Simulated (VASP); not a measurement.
# CdS (Fm-3m) in VASP: further runs

One crystal, CdS, is run at these levels: PBEsol; tasks: dielectric tensor.

All numbers are computed with VASP 6.6.1; they aren't measurements. Logs are shortened: lines on timing, memory, paths and dates and some standing lists are left out, and cuts for length are marked.

### Step 1. The structure

It takes space group Fm-3m (No. 225, cubic). Conventional cell: a = 5.506 Å, b = 5.506 Å, c = 5.506 Å, α = 90.00°, β = 90.00°, γ = 90.00°. Cd (site symmetry m-3m) has 6 S at 2.75 Å as nearest neighbours. S (site symmetry m-3m) has 6 Cd at 2.75 Å as nearest neighbours.

Measurements of this composition are mostly on another form, of space group No. 186.

### Step 2. Dielectric tensor, PBEsol

Contents of INCAR:

```
ALGO = Normal
EDIFF = 1E-6
ENCUT = 350
GGA = PS
ISIF = 2
ISMEAR = 0
LASPH = True
LCHARG = False
LEPSILON = True
LREAL = False
LWAVE = False
NELM = 100
PREC = Accurate
SIGMA = 0.01
```

Contents of KPOINTS:

```
k-points
0
Gamma
  8 8 8
```

Contents of POSCAR:

```
CdS
1.0
    0.0000000000      2.7532440000      2.7532440000
    2.7532440000      0.0000000000      2.7532440000
    2.7532440000      2.7532440000      0.0000000000
Cd S
1 1
Direct
    0.0000000000      0.0000000000      0.0000000000
    0.5000000000      0.5000000000      0.5000000000
```

Potentials or basis: VASP PAW PBE potentials, release 64 (Cd, S).

Launch:

```sh
cat potpaw_PBE.64/Cd/POTCAR potpaw_PBE.64/S/POTCAR > POTCAR
mpirun -np 1 vasp_std > vasp.out
```

OUTCAR:

```text
EDIFF = 1E-6
   ENCUT = 350
   GGA = PS
   ISIF = 2
   ISMEAR = 0
   LASPH = True
   LEPSILON = True
   LREAL = False
   NELM = 100
   PREC = Accurate

 Found     29 irreducible k-points:

 Following reciprocal coordinates:
            Coordinates               Weight
  0.000000  0.000000  0.000000      1.000000
  0.125000  0.000000  0.000000      8.000000
  0.250000  0.000000  0.000000      8.000000
  0.375000  0.000000  0.000000      8.000000
  0.500000  0.000000  0.000000      4.000000
  0.125000  0.125000  0.000000      6.000000
   k-points           NKPTS =     29   k-points in BZ     NKDIM =     29   number of bands    NBANDS=     13
   number of dos      NEDOS =    301   number of ions     NIONS =      2
   total plane-waves  NPLWV =  13824
   dimension x,y,z NGX =    24 NGY =   24 NGZ =   24
   dimension x,y,z NGXF=    48 NGYF=   48 NGZF=   48
   ions per type =               1   1
   NGX,Y,Z   is equivalent  to a cutoff of  10.25, 10.25, 10.25 a.u.
   NGXF,Y,Z  is equivalent  to a cutoff of  20.49, 20.49, 20.49 a.u.
 SYSTEM =  unknown system
   PREC   = accura    normal or accurate (medium, high low for compatibility)
   ISTART =      0    job   : 0-new  1-cont  2-samecut
   ICHARG =      2    charge: 1-file 2-atom 10-const
   ISPIN  =      1    spin polarized calculation?
   LNONCOLLINEAR =      F non collinear calculations
   LSORBIT =      F    spin-orbit coupling
   LASPH  =      T    aspherical Exc in radial PAW
   ENCUT  =  350.0 eV  25.72 Ry    5.07 a.u.   5.94  5.94  5.94*2*pi/ulx,y,z
   NELM   =    100;   NELMIN=  2; NELMDL= -5     # of ELM steps
   EDIFF  = 0.1E-05   stopping-criterion for ELM
   LREAL  =      F    real-space projection
   EDIFFG = 0.1E-04   stopping-criterion for IOM
   NSW    =      0    number of steps for IOM
   IBRION =     -1    ionic relax: 0-MD 1-quasi-New 2-CG
   NFREE  =      0    steps in history (QN), initial steepest desc. (CG)
   ISIF   =      2    stress and relaxation
   ISYM   =      2    0-nonsym 1-usesym 2-fastsym
   POTIM  = 0.5000    time-step for ionic-motion
   TEBEG  =    0.0;   TEEND  =   0.0 temperature during run
   PSTRESS=    0.0 pullay stress
   NELECT =      18.0000    total number of electrons
   NUPDOWN=      -1.0000    fix difference up-down
   EMIN   =  10.00;   EMAX   =-10.00  energy-range for DOS
   EFERMI =   0.00;   METHOD = LEGACY
   ISMEAR =     0;   SIGMA  =   0.01  broadening in eV -4-tet -1-fermi 0-gaus
   EFERMI_NEDOS =   21; number of points for ismear=-14 and -15
   IALGO  =     38    algorithm
   IMIX   =      4    mixing-type and parameters
     AMIX     =   0.40;   BMIX     =  1.00
     AMIX_MAG =   1.60;   BMIX_MAG =  1.00
  volume/ion in A,a.u.               =      20.87       140.84
  Fermi-wavevector in a.u.,A,eV,Ry     =   1.236833  2.337275 20.813583  1.529755
  Thomas-Fermi vector in A             =   2.371425
   LORBIT       =      0    0 simple, 1 ext, 2 COOP (PROOUT), +10 PAW based schemes
   GGA     = PS    functional components
   LHFCALC =     F    Hartree Fock is set to
   AEXX    =    0.0000 exact exchange contribution
   IVDW    =     0    specifies the selected vdW correction
   LEPSILON=     T    determine dielectric tensor
   LRPA    =     F    only Hartree local field effects (RPA)
 non-spin polarized calculation
 Gauss-broadening in eV      SIGMA  =   0.01
  energy-cutoff  :      350.00
  volume of cell :       41.74
 maximum number of plane-waves:       636
   NGX = 11   NGY = 11   NGZ = 11

--------------------------------------- Ionic step        1  -------------------------------------------

 number of electron      18.0000013 magnetization

 E-fermi :   2.6668     XC(G=0): -10.5089

 val. band max:        2.6201710001   @ k =   0.5000   0.0000   0.0000
 cond. band min:       2.7452718614   @ k =   0.5000   0.5000   0.0000
 fundamental gap:      0.1251008612
 Fermi energy:         2.6667530126

 k-point     1 :       0.0000    0.0000    0.0000
  band No.  band energies     occupation
      1     -10.0661      2.00000
      2      -4.9269      2.00000
      3      -4.9269      2.00000
      4      -4.9244      2.00000
      5      -4.9244      2.00000
      6      -4.9244      2.00000
      7       1.9079      2.00000
      8       1.9079      2.00000
      9       1.9079      2.00000
     10       3.3185      0.00000
     11      11.7686      0.00000
     12      11.7686      0.00000
     13      11.7686      0.00000

 k-point     2 :       0.1250    0.0000    0.0000
  band No.  band energies     occupation
      1      -9.9348      2.00000
      2      -4.9721      2.00000
      3      -4.9721      2.00000
      4      -4.9388      2.00000
      5      -4.8966      2.00000
      6      -4.8966      2.00000
      7       0.7160      2.00000
      8       2.0010      2.00000
      9       2.0010      2.00000
     10       4.4989      0.00000
     11      10.5225      0.00000
     12      11.4109      0.00000
     13      11.4110      0.00000

 k-point     3 :       0.2500    0.0000    0.0000
  band No.  band energies     occupation
      1      -9.5831      2.00000
      2      -5.0777      2.00000
      3      -5.0777      2.00000
      4      -4.9934      2.00000
      5      -4.8265      2.00000
      6      -4.8265      2.00000
      7      -0.7615      2.00000
      8       2.2378      2.00000
      9       2.2378      2.00000
     10       5.7623      0.00000
     11       9.3139      0.00000
     12       9.9753      0.00000
     13       9.9753      0.00000

 k-point     4 :       0.3750    0.0000    0.0000
  band No.  band energies     occupation
      1      -9.1613      2.00000
      2      -5.1791      2.00000
      3      -5.1791      2.00000
      4      -5.1008      2.00000
      5      -4.7553      2.00000
      6      -4.7553      2.00000
      7      -1.8190      2.00000
      8       2.5002      2.00000
      9       2.5002      2.00000
     10       6.0774      0.00000
     11       8.8452      0.00000
     12       8.8452      0.00000
     13       9.1036      0.00000

 k-point     5 :       0.5000    0.0000    0.0000
  band No.  band energies     occupation
      1      -8.9554      2.00000
      2      -5.2198      2.00000
      3      -5.2198      2.00000
      4      -5.1759      2.00000
      5      -4.7254      2.00000
      6      -4.7254      2.00000
      7      -2.2001      2.00000
      8       2.6202      2.00000
      9       2.6202      2.00000
     10       5.9890      0.00000
     11       8.4274      0.00000
     12       8.4274      0.00000
     13       9.2070      0.00000

 k-point     6 :       0.1250    0.1250    0.0000
  band No.  band energies     occupation
      1      -9.8976      2.00000
      2      -5.0205      2.00000
      3      -4.9470      2.00000
      4      -4.9114      2.00000
      5      -4.8964      2.00000
      6      -4.8964      2.00000
      7       0.8636      2.00000
      8       1.7263      2.00000
      9       1.7263      2.00000
     10       4.9137      0.00000
     11      10.4615      0.00000
     12      10.6706      0.00000
     13      11.4847      0.00000

 [... further k-points ...]

  FORCE on cell =-STRESS in cart. coord.  units (eV):
  Direction    XX          YY          ZZ          XY          YZ          ZX
  --------------------------------------------------------------------------------------
  -------------------------------------------------------------------------------------
  Total       -1.1543219     -1.1543219     -1.1543219      0.0000000     -0.0000000      0.0000000
  in kB      -44.3071092    -44.3071092    -44.3071092      0.0000000     -0.0000000      0.0000000
  external PRESSURE =     -44.3071092 kB  Pullay stress =       0.0000000 kB

 VOLUME and BASIS-vectors are now :
 -----------------------------------------------------------------------------
  energy-cutoff  :      350.00
  volume of cell :       41.74
      direct lattice vectors                 reciprocal lattice vectors
     0.000000000  2.753244000  2.753244000    -0.181603955  0.181603955  0.181603955
     2.753244000  0.000000000  2.753244000     0.181603955 -0.181603955  0.181603955
     2.753244000  2.753244000  0.000000000     0.181603955  0.181603955 -0.181603955

 POSITION                                       TOTAL-FORCE (eV/Angst)
 -----------------------------------------------------------------------------------
      0.00000      0.00000      0.00000         0.000000     -0.000000      0.000000
      2.75324      2.75324      2.75324        -0.000000      0.000000     -0.000000
 -----------------------------------------------------------------------------------
    total drift:                                0.000000     -0.000000     -0.000000

  FREE ENERGIE OF THE ION-ELECTRON SYSTEM (eV)
  ---------------------------------------------------
  free  energy   TOTEN  =        -6.6162027680 eV

  energy  without entropy=       -6.6162027680  energy(sigma->0) =       -6.61620277

 HEAD OF MICROSCOPIC STATIC DIELECTRIC TENSOR (INDEPENDENT PARTICLE, excluding Hartree and local field effects)
 ------------------------------------------------------
          10.597852     0.000000    -0.000000
          -0.000000    10.597852     0.000000
          -0.000000    -0.000000    10.597852
 ------------------------------------------------------

 Free energy of the ion-electron system (eV)
  ---------------------------------------------------
  ---------------------------------------------------
  free energy    TOTEN  =        -1.10901399 eV

  energy without entropy =       -1.10901399

------------------------ aborting loop because EDIFF is reached ----------------------------------------

--------------------------------------- Ionic step        2  -------------------------------------------

------------------------ aborting loop because EDIFF is reached ----------------------------------------

--------------------------------------- Ionic step        3  -------------------------------------------

 Free energy of the ion-electron system (eV)
  ---------------------------------------------------
  ---------------------------------------------------
  free energy    TOTEN  =        -1.10901272 eV

  energy without entropy =       -1.10901272

------------------------ aborting loop because EDIFF is reached ----------------------------------------

 PIEZOELECTRIC TENSOR FIELD DIRECTION 3  (e Angst)
 -----------------------------------------------------------------------------
     0.00031  0.00000  0.00000           ( -0.00000  0.00000  0.00000)
     0.00000  0.00031 -0.00000           (  0.00000 -0.00000  0.00000)
     0.00000  0.00000 -0.00302           (  0.00000  0.00000  0.00002)

 PIEZOELECTRIC TENSOR FIELD DIRECTION 3  (C/m^2)
 -----------------------------------------------------------------------------
     0.00012  0.00000  0.00000
     0.00000  0.00012 -0.00000
     0.00000  0.00000 -0.00116

 MACROSCOPIC STATIC DIELECTRIC TENSOR (including local field effects in DFT)
 ------------------------------------------------------
          10.161628    -0.000000    -0.000000
          -0.000000    10.161628    -0.000000
          -0.000000     0.000000    10.161628
 ------------------------------------------------------

 PIEZOELECTRIC TENSOR (including local field effects)  for field in x, y, z        (e  Angst)
          XX          YY          ZZ          XY          YZ          ZX
  --------------------------------------------------------------------------------
  x     0.00000     0.00000     0.00000     0.00000     0.00000     0.00000
  y     0.00000     0.00000     0.00000     0.00000     0.00000     0.00000
  z     0.00000     0.00000     0.00000     0.00000     0.00000     0.00000

 PIEZOELECTRIC TENSOR (including local field effects)  for field in x, y, z        (C/m^2)
          XX          YY          ZZ          XY          YZ          ZX
  --------------------------------------------------------------------------------
  x     0.00000     0.00000     0.00000     0.00000     0.00000     0.00000
  y     0.00000     0.00000     0.00000     0.00000     0.00000     0.00000
  z     0.00000     0.00000     0.00000     0.00000     0.00000     0.00000

 BORN EFFECTIVE CHARGES (including local field effects) (in |e|, cummulative output)
 ---------------------------------------------------------------------------------
 ion    1
    1     3.05146     0.00000     0.00000
    2     0.00000     3.05146     0.00000
    3     0.00000     0.00000     3.05146
 ion    2
    1    -3.05146     0.00000     0.00000
    2     0.00000    -3.05146     0.00000
    3     0.00000     0.00000    -3.05146
```

It took 42 s on 1 thread of Intel Xeon Platinum 8488C (Sapphire Rapids), shared host; peak memory 0.18 GiB.

The run converged, but some of its settings lie outside the range that counts as converged, so its numbers aren't taken as properties of the crystal.

Results:

| Item | Value |
| --- | --- |
| Band gap on the k mesh | 0.12 eV, indirect (least direct gap 1.41 eV) |
| Electronic dielectric tensor (diagonal) | 10.16 |
| Born charges (mean of the diagonal) | Cd +3.05; S -3.05 e |

Caveat: the gap is small at this level, which inflates the dielectric constant; the PAW data sets were made with another functional, which shifts forces and pressure a little.

### Step 3. Dielectric tensor, PBEsol

Contents of INCAR:

```
ALGO = Normal
EDIFF = 1E-8
ENCUT = 350
GGA = PS
ISIF = 2
ISMEAR = 0
LASPH = True
LCHARG = False
LEPSILON = True
LREAL = False
LWAVE = False
NELM = 100
PREC = Normal
SIGMA = 0.01
```

KPOINTS is that of step 2.

POSCAR is that of step 2.

Potentials or basis: VASP PAW PBE potentials, release 64 (Cd, S).

Launch:

```sh
cat potpaw_PBE.64/Cd/POTCAR potpaw_PBE.64/S/POTCAR > POTCAR
mpirun -np 1 vasp_std > vasp.out
```

OUTCAR:

```text
EDIFF = 1E-8
   ENCUT = 350
   GGA = PS
   ISIF = 2
   ISMEAR = 0
   LASPH = True
   LEPSILON = True
   LREAL = False
   NELM = 100
   PREC = Normal

 Found     29 irreducible k-points:

 Following reciprocal coordinates:
            Coordinates               Weight
  0.000000  0.000000  0.000000      1.000000
  0.125000  0.000000  0.000000      8.000000
  0.250000  0.000000  0.000000      8.000000
  0.375000  0.000000  0.000000      8.000000
  0.500000  0.000000  0.000000      4.000000
  0.125000  0.125000  0.000000      6.000000
   k-points           NKPTS =     29   k-points in BZ     NKDIM =     29   number of bands    NBANDS=     13
   number of dos      NEDOS =    301   number of ions     NIONS =      2
   total plane-waves  NPLWV =   5832
[... 233 lines left out ...]
     0.00012  0.00000  0.00000
     0.00000  0.00012 -0.00000
     0.00000 -0.00000 -0.00116

 MACROSCOPIC STATIC DIELECTRIC TENSOR (including local field effects in DFT)
 ------------------------------------------------------
          10.161328     0.000000     0.000000
          -0.000000    10.161328     0.000000
          -0.000000    -0.000000    10.161328
 ------------------------------------------------------

 PIEZOELECTRIC TENSOR (including local field effects)  for field in x, y, z        (e  Angst)
          XX          YY          ZZ          XY          YZ          ZX
  --------------------------------------------------------------------------------
  x     0.00000     0.00000     0.00000     0.00000     0.00000     0.00000
  y     0.00000     0.00000     0.00000     0.00000     0.00000     0.00000
  z     0.00000     0.00000     0.00000     0.00000     0.00000     0.00000

 PIEZOELECTRIC TENSOR (including local field effects)  for field in x, y, z        (C/m^2)
          XX          YY          ZZ          XY          YZ          ZX
  --------------------------------------------------------------------------------
  x     0.00000     0.00000     0.00000     0.00000     0.00000     0.00000
  y     0.00000     0.00000     0.00000     0.00000     0.00000     0.00000
  z     0.00000     0.00000     0.00000     0.00000     0.00000     0.00000

 BORN EFFECTIVE CHARGES (including local field effects) (in |e|, cummulative output)
 ---------------------------------------------------------------------------------
 ion    1
    1     3.05149    -0.00000     0.00000
    2    -0.00000     3.05149     0.00000
    3     0.00000     0.00000     3.05149
 ion    2
    1    -3.05149     0.00000    -0.00000
    2     0.00000    -3.05149    -0.00000
    3    -0.00000     0.00000    -3.05149
```

OSZICAR:

```text
N       E                     dE             d eps       ncg     rms          rms(c)
DAV:   1     0.738729634123E+02    0.73873E+02   -0.75872E+03   826   0.941E+02
DAV:   2    -0.436406843273E+01   -0.78237E+02   -0.74755E+02   924   0.247E+02
[... 12 lines left out ...]
RMM:   6    -0.110631533240E+01   -0.25299E-04   -0.59330E-05  2197   0.440E-02    0.206E-02
RMM:   7    -0.110699094796E+01   -0.67562E-03   -0.33148E-06  2445   0.150E-02    0.262E-03
RMM:   8    -0.110704221366E+01   -0.51266E-04   -0.42440E-07  2324   0.349E-03    0.828E-04
RMM:   9    -0.110704586215E+01   -0.36485E-05    0.77090E-08  2333   0.112E-03    0.175E-04
RMM:  10    -0.110704644853E+01   -0.58638E-06   -0.44609E-07  2161   0.216E-04    0.326E-05
RMM:  11    -0.110704674124E+01   -0.29271E-06   -0.48064E-08  1268   0.625E-05    0.169E-05
RMM:  12    -0.110704645334E+01    0.28790E-06   -0.11489E-11   660   0.374E-05    0.218E-06
```

stdout:

```text
POSCAR found type information on POSCAR CdS
 POSCAR found :  2 types and       2 ions
 scaLAPACK will be used
 -----------------------------------------------------------------------------
|                                                                             |
|                                                                             |
|     You enforced a specific xc type in the INCAR file but a different       |
[... 28 lines left out ...]
  Direction:   1
 dielectric tensor                  component  1 :    10.161     3.645     0.895
 Linear response to external field, progress :
  Direction:   2
 dielectric tensor                  component  2 :     3.669    10.161    -0.199
 Linear response to external field, progress :
  Direction:   3
 dielectric tensor                  component  3 :     0.864     2.522    10.161
 Born effective charges drift removed
```

It took 43 s on 1 thread of Intel Xeon Platinum 8488C (Sapphire Rapids), shared host; peak memory 0.17 GiB.

These settings aren't checked as converged: the numbers below hold their error.

Results:

* Band gap on the k mesh: 0.12 eV, indirect (least direct gap 1.41 eV)
* Electronic dielectric tensor (diagonal): 10.16
* Born charges (mean of the diagonal): Cd +3.05; S -3.05 e

Caveat: the gap is small at this level, which inflates the dielectric constant; the PAW data sets were made with another functional, which shifts forces and pressure a little.

[end of part 1 of 2]
